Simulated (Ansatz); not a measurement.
TaN: computed properties

Level of theory: DFT r2SCAN, scalar-relativistic, plane waves, PAW (Ansatz).

Cutoff 500 eV; k points 16×16×16 on the computed 2-atom cell (Γ-centred); Gaussian smearing, width 0.10 eV; no spin polarisation.

The structure is relaxed at this level of theory with its symmetry kept. This rock-salt form isn't the usual stable structure of the compound.

```cif
data_structure
_symmetry_space_group_name_H-M 'Fm-3m'
_symmetry_Int_Tables_number 225
_cell_length_a 4.3965
_cell_length_b 4.3965
_cell_length_c 4.3965
_cell_angle_alpha 90.000
_cell_angle_beta 90.000
_cell_angle_gamma 90.000
_cell_volume 84.98
loop_
_atom_site_label
_atom_site_type_symbol
_atom_site_symmetry_multiplicity
_atom_site_Wyckoff_symbol
_atom_site_fract_x
_atom_site_fract_y
_atom_site_fract_z
_atom_site_occupancy
Ta1 Ta 4 b 0.50000 0.00000 0.00000 1
N1 N 4 a 0.00000 0.00000 0.00000 1
```

Task: Formation energy from the elements' standard states (uncorrected)?

Result: -0.960 eV/atom.

Task: Density of states at the Fermi level?

Result: 0.75 states/eV per cell.

Task: Löwdin character within 0.5 eV of the Fermi level?

Result: Ta 5d 80 %, N 2p 15 %.

Task: Bulk modulus?

Result: 351 GPa.

Task: Its pressure derivative?

Result: 4.4.

Task: Bader charges (e)?

Result: Ta (1 in the cell) 1.95, N (1 in the cell) -1.95.

Spin-orbit coupling is left out, which matters for the bands of heavy elements.